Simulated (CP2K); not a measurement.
## Pd under changes of volume

One of the cells (15.547 Å³/atom); the others are scaled copies at fixed shape and fractional positions:

```xyz
1
Lattice="2.7233 0.0000 0.0000 -0.9078 2.5675 0.0000 -0.9078 -1.2838 2.2235" Properties=species:S:1:pos:R:3 pbc="T T T"
Pd    0.0000    0.0000    0.0000
```

This isn't the form of Pd at room conditions, which is fcc.

- Program: CP2K 2026.2
- Functional: r2SCAN
- Potentials or basis: POTENTIAL_UZH Pd GTH-SCAN-q18; TZVP-MOLOPT-SCAN-GTH basis
- Density cutoff: 9184 eV
- k mesh: 12 × 12 × 12
- Occupations: fermi-dirac, width 0.0259 eV
- Spin: no spin polarisation

| volume (Å³/atom) | energy over the lowest point (meV/atom) | pressure (GPa) |
| --- | --- | --- |
| 14.614 | ? | ? |
| 14.925 | 13.87 | 7.8 |
| 15.236 | 3.04 | 3.5 |
| 15.547 | 0.00 | -0.3 |
| 15.858 | 3.78 | -3.5 |
| 16.169 | 13.53 | -6.4 |
| 16.480 | 28.50 | -8.9 |

Q: What does the run at 14.614 Å³/atom give?

A: Energy over the lowest point 33.55 meV/atom; pressure 12.6 GPa.

Worked out: A Birch-Murnaghan fit of order 3 (a polynomial in V^(-2/3)) to the other rows has its minimum at 15.52 Å³/atom with B0 = V·E''(V) = 177 GPa and B' = 5.6. It gives 33.59 meV/atom at 14.614 Å³/atom, against the run's 33.55, and -dE/dV = 12.7 GPa, against 12.6.

Energies are extrapolated to zero smearing.

Caveats: the basis of atomic orbitals isn't converged, which shifts pressures, moduli and gaps.
